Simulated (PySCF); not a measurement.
# How well do the runs reproduce experiment for cyclobutene?

**What was measured.**

From NIST CCCBDB Release 22 (SRD 101), experimental dipoles, for the gas: dipole moment (microwave Stark effect) 0.132 D.

The results are set against them at the end.

Cyclobutene, C₄H₆.
Atom-mapped SMILES: `[CH:1]1=[CH:2][CH2:3][CH2:4]1` (hydrogens: H5 on C1; H6 on C2; H7, H8 on C3; H9, H10 on C4)

Cartesian coordinates in Å at the GFN2-xTB level; atoms count from 1:
```
atom  x, y, z in Å
C1     1.0892    0.3131   -0.0732
C2     0.0388    1.1153   -0.2101
C3    -0.9668    0.0189    0.0063
C4     0.2592   -0.9176    0.1642
H5     2.1542    0.4531   -0.1109
H6    -0.0876    2.1652   -0.4029
H7    -1.5831    0.1210    0.8985
H8    -1.6066   -0.2024   -0.8468
H9     0.3455   -1.6921   -0.5968
H10    0.3662   -1.3700    1.1492
```

Runs made with PySCF (gas phase, on this GFN2-xTB geometry; no spin–orbit coupling):

| level | job | basis functions | wall time |
| --- | --- | --- | --- |
| PBE0/pcSseg-1 | shieldings, ring-centre shieldings, charges and field gradients | 98 | 5.2 s |
| wB97X-D/def2-SVPD | 8 singlets by full TDDFT, 3 Tamm–Dancoff triplets, polarisability | 128 | 8.4 s |
| B3LYP/pcJ-1 | spin–spin couplings from 10 perturbed nuclei, spin–dipole term left out | 168 | 9.0 s |

Hardware: Arm Neoverse V1, one thread, on a shared host.

## Comparison

**Dipole moment.** Measured: 0.132 D (NIST CCCBDB Release 22 (SRD 101), experimental dipoles).

```json
{"level": "PBE0/pcSseg-1", "computed (D)": "0.191", "computed − measured (D)": "+0.059"}
{"level": "wB97X-D/def2-SVPD", "computed (D)": "0.150", "computed − measured (D)": "+0.018"}
{"level": "B3LYP/pcJ-1", "computed (D)": "0.175", "computed − measured (D)": "+0.043"}
```

Closest is wB97X-D/def2-SVPD (+0.018 D), furthest PBE0/pcSseg-1 (+0.059 D); one molecule doesn't rank methods. All 3 levels lie above the measurement. The computed dipoles belong to one fixed geometry; measured ones are averaged over vibrations unless marked μe. Magnitudes are compared, not signs.

The geometry is computed, not the measured one. Where a level misses, the cause wasn't examined.
